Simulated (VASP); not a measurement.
# Band edges against the vacuum: SiC(110)

Where do the bulk band edges lie against the vacuum outside SiC(110)?

Program: VASP 6.6.1. Level of theory: PBEsol; plane waves and PAW (Si, C). Results are calculated unless marked as measured.

### Step 1. Set-up

It takes space group F-43m (No. 216, cubic). Conventional cell: a = 4.360 Å, b = 4.360 Å, c = 4.360 Å, α = 90.00°, β = 90.00°, γ = 90.00°. Nearest to Si lie 4 C at 1.89 Å. C has 4 Si at 1.89 Å nearest. Farther neighbours are not listed.

### Step 2. Relaxing the bulk crystal

First cell and atoms are relaxed at a raised cutoff, so that later runs start from this functional's own cell.

INCAR

```
SYSTEM = SiC
PREC = Accurate
ENCUT = 520
EDIFF = 1E-06
NELM = 120
ISMEAR = 0
SIGMA = 0.03
LREAL = .FALSE.
ALGO = Normal
GGA = PS
NBANDS = 10
LORBIT = 11
LWAVE = .FALSE.
LCHARG = .FALSE.
KPAR = 4
LASPH = .TRUE.
IBRION = 2
NSW = 40
ISIF = 3
EDIFFG = -0.02
POTIM = 0.4
```

POSCAR

```
SiC
1.0
    0.0000000000      2.1800000000      2.1800000000
    2.1800000000      0.0000000000      2.1800000000
    2.1800000000      2.1800000000      0.0000000000
Si C
1 1
Direct
    0.0000000000      0.0000000000      0.0000000000
    0.2500000000      0.2500000000      0.2500000000
```

KPOINTS

```
Automatic mesh
0
Gamma
7 7 7
0 0 0
```

The projector-augmented-wave data sets are Si and C (PBE family, release 64).

Launch:

```
mpirun -np 4 vasp_std
```

What it wrote:

```text
[banner, memory and clock lines left out]
running    4 mpi-ranks, on    1 nodes
 distrk:  each k-point on    1 cores,    4 groups
 distr:  one band on    1 cores,    1 groups

 POSCAR found type information on POSCAR SiC
 POSCAR found :  2 types and       2 ions
|                                                                             |
|               ----> ADVICE to this user running VASP <----                  |
|                                                                             |
|     You enforced a specific xc type in the INCAR file but a different       |
|     [... a line on the potential file left out ...]
|     I HOPE YOU KNOW WHAT YOU ARE DOING!                                     |
|                                                                             |

 LDA part: xc-table for (Slater+PW92), standard interpolation
 POSCAR, INCAR and KPOINTS ok, starting setup
 FFT: planning ... GRIDC
 FFT: planning ... GRID_SOFT
 FFT: planning ... GRID
 WAVECAR not read
 entering main loop
       N       E                     dE             d eps       ncg     rms          rms(c)
DAV:   1     0.259289036616E+01    0.25929E+01   -0.41079E+03   416   0.674E+02
DAV:   2    -0.171276120478E+02   -0.19721E+02   -0.18953E+02   554   0.111E+02
DAV:   3    -0.177053066999E+02   -0.57769E+00   -0.57612E+00   464   0.166E+01
DAV:   4    -0.177077543603E+02   -0.24477E-02   -0.24475E-02   474   0.137E+00
DAV:   5    -0.177077648167E+02   -0.10456E-04   -0.10456E-04   470   0.832E-02    0.873E+00
DAV:   6    -0.159918215133E+02    0.17159E+01   -0.62594E+00   416   0.120E+01    0.391E+00
DAV:   7    -0.159259231344E+02    0.65898E-01   -0.36407E-01   458   0.369E+00    0.176E+00
DAV:   8    -0.159115169575E+02    0.14406E-01   -0.21426E-02   414   0.100E+00    0.158E-01
DAV:   9    -0.159113406380E+02    0.17632E-03   -0.15552E-03   474   0.222E-01    0.110E-01
DAV:  10    -0.159113856191E+02   -0.44981E-04   -0.11264E-04   436   0.727E-02    0.227E-02
DAV:  11    -0.159113857247E+02   -0.10567E-06   -0.12277E-05   446   0.204E-02    0.484E-03
DAV:  12    -0.159113859528E+02   -0.22804E-06   -0.57658E-07   210   0.514E-03
   1 F= -.15911386E+02 E0= -.15911386E+02  d E =-.159114E+02
 curvature:   0.00 expect dE= 0.000E+00 dE for cont linesearch  0.000E+00
 trial: gam= 0.00000 g(F)=  0.176E-47 g(S)=  0.125E-04 ort = 0.000E+00 (trialstep = 0.100E+01)
 search vector abs. value=  0.125E-04
 reached required accuracy - stopping structural energy minimisation
```

The job ended after 1.6 s (4 MPI ranks of AMD EPYC 9R45, shared host; peak memory 0.41 GiB).

The logs omit lines about the potential files and the build; timing stands in the text.

Parts of OUTCAR (step 2):

```text
ion  position               nearest neighbor table
   1  0.000  0.000  0.000-   2 1.89   2 1.89   2 1.89   2 1.89
   2  0.250  0.250  0.250-   1 1.89   1 1.89   1 1.89   1 1.89

  LATTYP: Found a face centered cubic cell.
 ALAT       =     4.3600000000

 Subroutine GETGRP returns: Found 24 space group operations
 (whereof 24 operations were pure point group operations)

The static configuration has the point symmetry T_d .

 Found     20 irreducible k-points:

   k-points           NKPTS =     20   k-points in BZ     NKDIM =     20   number of bands    NBANDS=     10

   dimension x,y,z NGX =    24 NGY =   24 NGZ =   24
   dimension x,y,z NGXF=    48 NGYF=   48 NGZF=   48

   ENCUT  =  520.0 eV  38.22 Ry    6.18 a.u.   5.73  5.73  5.73*2*pi/ulx,y,z

   NELECT =       8.0000    total number of electrons

 k-points in reciprocal lattice and weights: Automatic mesh
   0.00000000  0.00000000  0.00000000       0.003
   0.14285714  0.00000000  0.00000000       0.023
   0.28571429  0.00000000  0.00000000       0.023
   0.42857143  0.00000000  0.00000000       0.023
   0.14285714  0.14285714  0.00000000       0.017
   0.28571429  0.14285714  0.00000000       0.070
   0.42857143  0.14285714  0.00000000       0.070
  -0.42857143  0.14285714  0.00000000       0.070
  -0.28571429  0.14285714  0.00000000       0.070
[...]
-0.42857143  0.42857143  0.14285714       0.070
  -0.28571429  0.42857143  0.14285714       0.070

 average (electrostatic) potential at core
       1 -80.1342       2 -44.9680

 E-fermi :   8.2319

 k-point     1 :       0.0000    0.0000    0.0000
  band No.  band energies     occupation
      1      -7.3707      2.00000
      2       8.0441      2.00000
      3       8.0441      2.00000
      4       8.0441      2.00000
      5      14.2146      0.00000
      6      15.2745      0.00000
      7      15.2745      0.00000
      8      15.2745      0.00000
      9      22.4898      0.00000
    ...

 k-point     2 :       0.1429    0.0000    0.0000
  band No.  band energies     occupation
      1      -6.9721      2.00000
      2       6.1806      2.00000
      3       7.7880      2.00000
      4       7.7880      2.00000
      5      14.3949      0.00000
      6      15.7033      0.00000
      7      15.7033      0.00000
      8      16.0198      0.00000
      9      21.0757      0.00000
    ...

 k-point     3 :       0.2857    0.0000    0.0000
  band No.  band energies     occupation
      1      -5.8179      2.00000
      2       2.9020      2.00000
      3       7.3243      2.00000
      4       7.3243      2.00000
      5      13.8137      0.00000
      6      15.7795      0.00000
      7      15.7795      0.00000
      8      17.6036      0.00000
      9      21.4593      0.00000
    ...

  Total       -0.0147162     -0.0147162     -0.0147162     -0.0000000     -0.0000000     -0.0000000
  in kB       -1.1379042     -1.1379042     -1.1379042     -0.0000000     -0.0000000     -0.0000000
  external PRESSURE =      -1.1379042 kB  Pullay stress =       0.0000000 kB

  energy-cutoff  :      520.00
  volume of cell :       20.72
      direct lattice vectors                 reciprocal lattice vectors
     0.000000000  2.180000000  2.180000000    -0.229357798  0.229357798  0.229357798
     2.180000000  0.000000000  2.180000000     0.229357798 -0.229357798  0.229357798
     2.180000000  2.180000000  0.000000000     0.229357798  0.229357798 -0.229357798

 POSITION                                       TOTAL-FORCE (eV/Angst)
 -----------------------------------------------------------------------------------
      0.00000      0.00000      0.00000         0.000000      0.000000      0.000000
      1.09000      1.09000      1.09000        -0.000000     -0.000000     -0.000000
 -----------------------------------------------------------------------------------
    total drift:                                0.000000      0.000000      0.000000

  FREE ENERGIE OF THE ION-ELECTRON SYSTEM (eV)
  ---------------------------------------------------
  free  energy   TOTEN  =       -15.9113859528 eV

  energy  without entropy=      -15.9113859528  energy(sigma->0) =      -15.91138595

 reached required accuracy - stopping structural energy minimisation

 total charge
# of ion       s       p       d       tot
------------------------------------------
    1        0.708   0.972   0.000   1.681
    2        0.832   1.699   0.000   2.531
--------------------------------------------------
tot          1.540   2.671   0.000   4.211

[... 3 further parts left out ...]
```

The PAW data sets were made with PBE, which is usual practice but a small mismatch for other functionals. The run keeps the 24 symmetry operations of its start, so it cannot find a distortion of lower symmetry.

Little changed from the start: no atom moved by 0.005 Å and no cell edge by 0.1 %.

Numbers from this step:

- electronic cycles: 12
- electrons: 8
- free energy (TOTEN): -15.91 eV
- Fermi energy: 8.232 eV

The start already met the threshold, so nothing moved.

### Step 3. Band edges of the bulk

A static bulk run at the slab's cutoff gives the band edges and the core potentials that tie them to the slab.

INCAR

```
SYSTEM = SiC
PREC = Normal
ENCUT = 440
EDIFF = 1E-06
NELM = 120
ISMEAR = 0
SIGMA = 0.03
LREAL = .FALSE.
ALGO = Normal
GGA = PS
NBANDS = 10
LORBIT = 11
LWAVE = .FALSE.
LCHARG = .FALSE.
KPAR = 4
LASPH = .TRUE.
```

POSCAR is that of step 2.

KPOINTS

```
Automatic mesh
0
Gamma
17 17 17
0 0 0
```

Launch:

```
mpirun -np 4 vasp_std
```

What it wrote:

```text
[banner, memory and clock lines left out]
running    4 mpi-ranks, on    1 nodes
 distrk:  each k-point on    1 cores,    4 groups
 distr:  one band on    1 cores,    1 groups

 POSCAR found type information on POSCAR SiC
 POSCAR found :  2 types and       2 ions
 [... a notice as in an earlier step ...]

 LDA part: xc-table for (Slater+PW92), standard interpolation
 POSCAR, INCAR and KPOINTS ok, starting setup
 FFT: planning ... GRIDC
 FFT: planning ... GRID_SOFT
 FFT: planning ... GRID
 WAVECAR not read
 entering main loop
       N       E                     dE             d eps       ncg     rms          rms(c)
DAV:   1     0.274652342087E+00    0.27465E+00   -0.36755E+03  3462   0.585E+02
DAV:   2    -0.172076613258E+02   -0.17482E+02   -0.16651E+02  4378   0.102E+02
DAV:   3    -0.177052531295E+02   -0.49759E+00   -0.49691E+00  3886   0.151E+01
DAV:   4    -0.177071067037E+02   -0.18536E-02   -0.18534E-02  3790   0.116E+00
DAV:   5    -0.177071152773E+02   -0.85735E-05   -0.85739E-05  3834   0.711E-02    0.872E+00
DAV:   6    -0.159983348278E+02    0.17088E+01   -0.62316E+00  3446   0.119E+01    0.392E+00
DAV:   7    -0.159323405741E+02    0.65994E-01   -0.36205E-01  3922   0.366E+00    0.177E+00
DAV:   8    -0.159180442720E+02    0.14296E-01   -0.21150E-02  3472   0.986E-01    0.159E-01
DAV:   9    -0.159178711380E+02    0.17313E-03   -0.15369E-03  4110   0.220E-01    0.110E-01
DAV:  10    -0.159179148332E+02   -0.43695E-04   -0.10671E-04  3576   0.706E-02    0.228E-02
DAV:  11    -0.159179150841E+02   -0.25088E-06   -0.10975E-05  3766   0.196E-02    0.479E-03
DAV:  12    -0.159179153099E+02   -0.22585E-06   -0.50741E-07  1752   0.483E-03
   1 F= -.15917915E+02 E0= -.15917915E+02  d E =-.426566E-21
```

The job ended after 2.6 s (4 MPI ranks; peak memory 0.4 GiB; 8 s of CPU time).

OUTCAR, selected parts (step 3):

```text
The static configuration has the point symmetry T_d .

 Found    165 irreducible k-points:

   k-points           NKPTS =    165   k-points in BZ     NKDIM =    165   number of bands    NBANDS=     10

   dimension x,y,z NGX =    16 NGY =   16 NGZ =   16
   dimension x,y,z NGXF=    32 NGYF=   32 NGZF=   32

   ENCUT  =  440.0 eV  32.34 Ry    5.69 a.u.   5.27  5.27  5.27*2*pi/ulx,y,z

   NELECT =       8.0000    total number of electrons

 E-fermi :   8.2268

 k-point     1 :       0.0000    0.0000    0.0000
  band No.  band energies     occupation
      1      -7.3728      2.00000
      2       8.0424      2.00000
      3       8.0426      2.00000
      4       8.0426      2.00000
      5      14.2107      0.00000
      6      15.2744      0.00000
      7      15.2744      0.00000
      8      15.2744      0.00000
      9      22.4905      0.00000
    ...

 k-point     2 :       0.0588    0.0000    0.0000
  band No.  band energies     occupation
      1      -7.3049      2.00000
      2       7.6588      2.00000
      3       7.9926      2.00000
      4       7.9928      2.00000
      5      14.3691      0.00000
      6      15.3253      0.00000
      7      15.3664      0.00000
      8      15.3664      0.00000
      9      22.0332      0.00000
    ...

  Total       -0.0571202     -0.0571202     -0.0571202     -0.0000000      0.0000000     -0.0000000
  in kB       -4.4167318     -4.4167318     -4.4167318     -0.0000000      0.0000000     -0.0000000
  external PRESSURE =      -4.4167318 kB  Pullay stress =       0.0000000 kB

  energy-cutoff  :      440.00
  volume of cell :       20.72
      direct lattice vectors                 reciprocal lattice vectors
     0.000000000  2.180000000  2.180000000    -0.229357798  0.229357798  0.229357798
     2.180000000  0.000000000  2.180000000     0.229357798 -0.229357798  0.229357798
     2.180000000  2.180000000  0.000000000     0.229357798  0.229357798 -0.229357798

 POSITION                                       TOTAL-FORCE (eV/Angst)
 -----------------------------------------------------------------------------------
      0.00000      0.00000      0.00000        -0.000000      0.000000      0.000000
      1.09000      1.09000      1.09000         0.000000     -0.000000     -0.000000
 -----------------------------------------------------------------------------------
    total drift:                                0.000001      0.000001      0.000001

  FREE ENERGIE OF THE ION-ELECTRON SYSTEM (eV)
  ---------------------------------------------------
  free  energy   TOTEN  =       -15.9179153099 eV

  energy  without entropy=      -15.9179153099  energy(sigma->0) =      -15.91791531

 total charge
# of ion       s       p       d       tot
------------------------------------------
    1        0.708   0.972   0.000   1.680
    2        0.835   1.699   0.000   2.534
--------------------------------------------------
tot          1.543   2.671   0.000   4.214

[... 3 parts as in an earlier step ...]

[... 6 further parts left out ...]
```

The gap is read on the k-mesh alone, so it is an upper bound where the band edges lie off the mesh.

Numbers from this step:

```
free energy (TOTEN)            : -15.92 eV
Fermi energy                   : 8.227 eV
metallic                       : no
gap on the k-mesh              : 1.274 eV
least direct gap on the k-mesh : 4.465 eV
```

(Part 1 of 3 ends here.)

[Lines on the potential files, build, host, timing and source positions are cut from VASP's logs without a mark.]

[Logs are printed without paths, hosts, clocks, repeated set-up lines and the standing remarks that a program may print on its own settings, such as how far it seeks lower states.]

[Hosts, paths, dates, database ids (printed as entryN), source tags and the programs' standing remarks are cut or masked in the printed files.]

[Runs that stopped without an error message from VASP are left out.]
